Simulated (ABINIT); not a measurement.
# CdTe (F-43m) in ABINIT: a series of runs, part 2 of 2

ABINIT 10.8.3 (patched build).

## Step 3: Single point, PBEsol

The input, run.abi:

```
# Pseudopotentials
pp_dirpath "./"
pseudos "Te.GGA_PBE-JTH.xml, Cd.GGA_PBE-JTH.xml"

# Structure
acell 8.5652865883 8.5652865883 8.5652865883
rprim
     0.0000000000     0.7071067812     0.7071067812
     0.7071067812     0.0000000000     0.7071067812
     0.7071067812     0.7071067812     0.0000000000
ntypat 2
znucl 52 48
natom 2
typat 1 2
xred
     0.7500000000     0.7500000000     0.7500000000
     0.0000000000     0.0000000000     0.0000000000

# Plane-wave basis
ecut 17.0
pawecutdg 34.0

# k points
kptopt 1
ngkpt 9 9 9
nshiftk 1
shiftk 0.0 0.0 0.0

# Exchange and correlation
ixc -116133

# Bands and occupations
nband 13
occopt 3
tsmear 0.00183747

# SCF cycle
nstep 100
tolvrs 1.0e-9

# Output
iomode 3
prtwf 0
prtden 0
prteig 0
prtebands 0
enunit 2
```

Potentials or basis: JTH PAW PBE v2.0.

Command:

```console
$ abinit run.abi > log 2>&1
```

run.abo:

```text
.Version 10.8.3 of ABINIT
 Symmetries : space group F-4 3 m (#216); Bravais cF (face-center cubic)
================================================================================
 Values of the parameters that define the memory need of the present run
     intxc =       0    ionmov =       0      iscf =      17    lmnmax =      18
     lnmax =       6     mgfft =      32  mpssoang =       3    mqgrid =    3001
     natom =       2  nloc_mem =       2    nspden =       1   nspinor =       1
    nsppol =       1      nsym =      24    n1xccc =       1    ntypat =       2
    occopt =       3   xclevel =       2
       mpw =        1499          nfft =       32768          nkpt =          35
 PAW method is used; the additional fine FFT grid is defined by:
   mgfftf=        48    nfftf =    110592
================================================================================
================================================================================

--------------------------------------------------------------------------------
------------- Echo of variables that govern the present computation ------------
--------------------------------------------------------------------------------
 -outvars: echo values of preprocessed input variables --------
            acell      8.5652865883E+00  8.5652865883E+00  8.5652865883E+00 Bohr
              amu      1.27600000E+02  1.12411000E+02
             ecut      1.70000000E+01 Hartree
           enunit           2
              ixc     -116133
         kptrlatt        9    0    0      0    9    0      0    0    9
          kptrlen      7.70875793E+01
            natom           2
            nband          13
            ngfft          32      32      32
          ngfftdg          48      48      48
             nkpt          35
            nstep         100
             nsym          24
           ntypat           2
           occopt           3
        pawecutdg      3.40000000E+01 Hartree
         pawxcdev           0
           prtden           0
        prtebands           0
           prteig           0
            prtwf           0
            rprim      0.0000000000E+00  7.0710678120E-01  7.0710678120E-01
                       7.0710678120E-01  0.0000000000E+00  7.0710678120E-01
                       7.0710678120E-01  7.0710678120E-01  0.0000000000E+00
          spgroup         216
           tolvrs      1.00000000E-09
           tsmear      1.83747000E-03 Hartree
            typat      1  2
           useylm           1
           xangst      4.8074999968E+00  4.8074999968E+00  4.8074999968E+00
[... 164 lines left out ...]
 prteigrs : prtvol=0 or 1, do not print more k-points.

 Fermi (or HOMO) energy (eV) =  -2.26351   Average Vxc (eV)=  -8.73503
 Eigenvalues (   eV  ) for nkpt=  35  k points:
 kpt#   1, nband= 13, wtk=  0.00137, kpt=  0.0000  0.0000  0.0000 (reduced coord)
 -14.10142  -11.04464  -11.04464  -11.04464  -10.75493  -10.75493   -2.68332   -2.68332
  -2.68332   -1.92384    1.87181    1.87181    1.91801
 prteigrs : prtvol=0 or 1, do not print more k-points.

--- !EnergyTerms
iteration_state     : {dtset: 1, }
comment             : Components of total free energy in Hartree
kinetic             :  1.52527161595870E+01
hartree             :  1.55621338210286E+01
xc                  : -7.24500090774891E+00
Ewald energy        : -3.88319464119101E+01
psp_core            :  5.50928993381190E+00
local_psp           : -4.57967191911402E+01
PAW spherical_terms : -3.72849772790727E-01
internal            : -5.59223763691625E+01
'-kT*entropy'       : -1.03016018936238E-07
total_energy        : -5.59223764721785E+01
total_energy_eV     : -1.52172538597761E+03
...

--- !EnergyTermsDC
iteration_state     : {dtset: 1, }
comment             : '"Double-counting" decomposition of free energy'
band_energy         : -6.06824092229982E+00
Ewald energy        : -3.88319464119101E+01
psp_core            :  5.50928993381190E+00
xc_dc               : -1.58722399085330E+01
PAW spherical_terms : -6.59239314676203E-01
internal            : -5.59223766236072E+01
'-kT*entropy'       : -1.03016018936238E-07
total_energy_dc     : -5.59223767266232E+01
total_energy_dc_eV  : -1.52172539290140E+03
...

--- !EnergyTermsWithPAWCore
iteration_state     : {dtset: 1, }
comment             : 'Components of total free energy, including PAW core contributions'
Total energy        : -1.23838530672088E+04
Total energy DC     : -1.23838530674632E+04
Total energy (eV)   : -3.36981809025294E+05
Total energy DC (eV): -3.36981809032218E+05
...

 Cartesian components of stress tensor (hartree/bohr^3)
  sigma(1 1)= -5.39511584E-05  sigma(3 2)=  0.00000000E+00
  sigma(2 2)= -5.39511584E-05  sigma(3 1)=  0.00000000E+00
  sigma(3 3)= -5.39511584E-05  sigma(2 1)=  0.00000000E+00

-Cartesian components of stress tensor (GPa)         [Pressure=  1.5873E+00 GPa]
- sigma(1 1)= -1.58729788E+00  sigma(3 2)=  0.00000000E+00
- sigma(2 2)= -1.58729788E+00  sigma(3 1)=  0.00000000E+00
- sigma(3 3)= -1.58729788E+00  sigma(2 1)=  0.00000000E+00

== END DATASET(S) ==============================================================
================================================================================

 -outvars: echo values of variables after computation  --------
            acell      8.5652865883E+00  8.5652865883E+00  8.5652865883E+00 Bohr
           etotal     -5.5922376727E+01
            fcart     -0.0000000000E+00 -0.0000000000E+00 -0.0000000000E+00
                      -0.0000000000E+00 -0.0000000000E+00 -0.0000000000E+00
            rprim      0.0000000000E+00  7.0710678120E-01  7.0710678120E-01
                       7.0710678120E-01  0.0000000000E+00  7.0710678120E-01
                       7.0710678120E-01  7.0710678120E-01  0.0000000000E+00
           strten     -5.3951158419E-05 -5.3951158419E-05 -5.3951158419E-05
                       0.0000000000E+00  0.0000000000E+00  0.0000000000E+00
           xangst      4.8074999968E+00  4.8074999968E+00  4.8074999968E+00
                       0.0000000000E+00  0.0000000000E+00  0.0000000000E+00
             xred      7.5000000000E-01  7.5000000000E-01  7.5000000000E-01
                       0.0000000000E+00  0.0000000000E+00  0.0000000000E+00
 Calculation completed.
```

Wall time 44 s (1 thread of Arm Neoverse V1, shared host); peak memory 0.13 GiB.

What came out:

```yaml
Free_energy: -1521.7254 eV
Band_gap_on_the_k_mesh: 0.76 eV, direct
Valence_electrons_inside_the_program's_atomic_spheres: Te 3.17; Cd 10.48
```

Caveat: the cutoff is too short for stress, so the log's stress isn't used; the PAW data sets were made with another functional, which shifts forces and pressure a little; spin-orbit coupling is left out, which moves the levels of the heavy elements.

## Step 4: Single point, PBE

The input, run.abi:

```
# Pseudopotentials
pp_dirpath "./"
pseudos "Te.GGA_PBE-JTH.xml, Cd.GGA_PBE-JTH.xml"

# Structure
acell 3*1.0 Angstrom
rprim
     0.0000000000     3.2050000000     3.2050000000
     3.2050000000     0.0000000000     3.2050000000
     3.2050000000     3.2050000000     0.0000000000
ntypat 2
znucl 52 48
natom 2
typat 1 2
xred
     0.7500000000     0.7500000000     0.7500000000
     0.0000000000     0.0000000000     0.0000000000

# Plane-wave basis
ecut 17.0
pawecutdg 34.0

# k points
kptopt 1
ngkpt 6 6 6
nshiftk 1
shiftk 0.0 0.0 0.0

# Exchange and correlation
ixc 11

# Bands and occupations
nband 13
occopt 3
tsmear 0.00183747

# SCF cycle
nstep 100
tolvrs 1.0e-9

# Output
iomode 3
prtwf 0
prteig 0
prtebands 0
prtden 1
prtvha 1
prtvclmb 1
prtpot 1
```

Command:

```console
$ abinit run.abi > log 2>&1
```

Run time: 16 s. Hardware: 1 thread of Arm Neoverse V1, shared host; peak memory 0.12 GiB.

It converged, with:

| Property | Result |
| --- | --- |
| Free energy | -1521.1993 eV |
| Band gap on the k mesh | 0.87 eV, direct |
| Valence electrons inside the program's atomic spheres | Te 3.18; Cd 10.48 |

Levels at points of the mesh, in eV from the valence-band top:
| k point | band 6 | band 7 | band 8 | band 9 | band 10 | band 11 | band 12 | band 13 |
| --- | --- | --- | --- | --- | --- | --- | --- | --- |
| (0.00, 0.00, 0.00) | -8.11 | 0.00 | 0.00 | 0.00 | 0.87 | 4.61 | 4.61 | 4.61 |
| (0.50, 0.00, 0.00) | -7.73 | -4.62 | -0.83 | -0.83 | 1.85 | 5.22 | 5.22 | 7.17 |
| (0.50, 0.50, 0.00) | -7.58 | -4.47 | -1.98 | -1.98 | 2.53 | 2.66 | 9.03 | 9.44 |

Caveat: the cutoff is too short for stress, so the log's stress isn't used; spin-orbit coupling is left out, which moves the levels of the heavy elements.

## Step 5: Single point, PBEsol

The input, run.abi:

```
# Pseudopotentials
pp_dirpath "./"
pseudos "Te.GGA_PBE-JTH.xml, Cd.GGA_PBE-JTH.xml"

# Structure
acell 8.5652865883 8.5652865883 8.5652865883
rprim
     0.0000000000     0.7071067812     0.7071067812
     0.7071067812     0.0000000000     0.7071067812
     0.7071067812     0.7071067812     0.0000000000
ntypat 2
znucl 52 48
natom 2
typat 1 2
xred
     0.7500000000     0.7500000000     0.7500000000
     0.0000000000     0.0000000000     0.0000000000

# Plane-wave basis
ecut 462.593566 eV
pawecutdg 34.0

# k points
kptopt 1
ngkpt 6 6 6
nshiftk 1
shiftk 0.0 0.0 0.0

# Exchange and correlation
ixc -116133

# Bands and occupations
nband 13
occopt 3
tsmear 0.00183747

# SCF cycle
nstep 100
tolvrs 1.0e-9

# Output
iomode 3
prtwf 0
prtden 0
prteig 0
prtebands 0
enunit 2
```

Potentials or basis: JTH PAW PBE v2.0.

Command:

```console
$ abinit run.abi > log 2>&1
```

run.abo:

```text
.Version 10.8.3 of ABINIT
 Symmetries : space group F-4 3 m (#216); Bravais cF (face-center cubic)
================================================================================
 Values of the parameters that define the memory need of the present run
     intxc =       0    ionmov =       0      iscf =      17    lmnmax =      18
     lnmax =       6     mgfft =      32  mpssoang =       3    mqgrid =    3001
     natom =       2  nloc_mem =       2    nspden =       1   nspinor =       1
    nsppol =       1      nsym =      24    n1xccc =       1    ntypat =       2
    occopt =       3   xclevel =       2
       mpw =        1498          nfft =       32768          nkpt =          16
 PAW method is used; the additional fine FFT grid is defined by:
   mgfftf=        48    nfftf =    110592
================================================================================
================================================================================

--------------------------------------------------------------------------------
[... 253 lines left out ...]
- sigma(1 1)= -1.61092717E+00  sigma(3 2)=  0.00000000E+00
- sigma(2 2)= -1.61092717E+00  sigma(3 1)=  0.00000000E+00
- sigma(3 3)= -1.61092717E+00  sigma(2 1)=  0.00000000E+00

== END DATASET(S) ==============================================================
================================================================================

 -outvars: echo values of variables after computation  --------
            acell      8.5652865883E+00  8.5652865883E+00  8.5652865883E+00 Bohr
           etotal     -5.5922124520E+01
            fcart     -2.7786397994E-30 -2.7786397994E-30  8.3359193981E-30
                       2.7786397994E-30  2.7786397994E-30 -8.3359193981E-30
            rprim      0.0000000000E+00  7.0710678120E-01  7.0710678120E-01
                       7.0710678120E-01  0.0000000000E+00  7.0710678120E-01
                       7.0710678120E-01  7.0710678120E-01  0.0000000000E+00
           strten     -5.4754301723E-05 -5.4754301723E-05 -5.4754301723E-05
                       0.0000000000E+00  0.0000000000E+00  0.0000000000E+00
           xangst      4.8074999968E+00  4.8074999968E+00  4.8074999968E+00
                       0.0000000000E+00  0.0000000000E+00  0.0000000000E+00
             xred      7.5000000000E-01  7.5000000000E-01  7.5000000000E-01
                       0.0000000000E+00  0.0000000000E+00  0.0000000000E+00
 Calculation completed.
```

Run time: 27 s. Hardware: 1 thread of Arm Neoverse V1, shared host; peak memory 0.11 GiB.

Results:

```yaml
Free_energy: -1521.7185 eV
Band_gap_on_the_k_mesh: 0.76 eV, direct
Valence_electrons_inside_the_program's_atomic_spheres: Te 3.17; Cd 10.48
```

Caveat: the cutoff is too short for stress, so the log's stress isn't used; the PAW data sets were made with another functional, which shifts forces and pressure a little; spin-orbit coupling is left out, which moves the levels of the heavy elements.

## Step 6: Summary

```tsv
level	potentials or basis	k mesh	gap on the mesh (eV)
LDA	JTH PAW LDA v2.0	6 × 6 × 6	0.61
PBEsol	JTH PAW PBE v2.0	9 × 9 × 9	0.76
PBE	JTH PAW PBE v2.0	6 × 6 × 6	0.87
PBEsol	JTH PAW PBE v2.0	6 × 6 × 6	0.76
```

Alike in all rows: task single point; no spin polarisation; cell as given; cutoff (eV) 463; smearing fermi-dirac 0.05 eV.

Caveats: spin-orbit coupling is left out, which moves the levels of the heavy elements; the PAW data sets were made with another functional, which shifts forces and pressure a little (some runs).

Absolute energies hang on the potentials; compare differences alone.

## Step 7: Comparison with measurements

Step 2. Against the measured gap of CdTe, 1.607 eV (0 K; a printed reference work, data compilation), the calculated 0.61 eV is off by -1.00 eV. Spin-orbit coupling on Cd, Te is left out. The value is that of LDA, without temperature or zero-point motion. Semilocal functionals fall short of measured gaps as a rule.

Step 3. Against the measured gap of CdTe, 1.607 eV (0 K; a printed reference work, data compilation), the calculated 0.76 eV is off by -0.85 eV. Spin-orbit coupling on Cd, Te is left out. The value is that of PBEsol, without temperature or zero-point motion. Semilocal functionals fall short of measured gaps as a rule.

Step 4. A measured gap of CdTe is 1.607 eV (0 K; a printed reference work, data compilation); the calculated 0.87 eV misses it by -0.73 eV. Spin-orbit coupling on Cd, Te is left out. The value is that of PBE, without temperature or zero-point motion. Semilocal functionals fall short of measured gaps as a rule.

Step 5. Against the measured gap of CdTe, 1.607 eV (0 K; a printed reference work, data compilation), the calculated 0.76 eV is off by -0.85 eV. Spin-orbit coupling on Cd, Te is left out. The value is that of PBEsol, without temperature or zero-point motion. Semilocal functionals fall short of measured gaps as a rule.
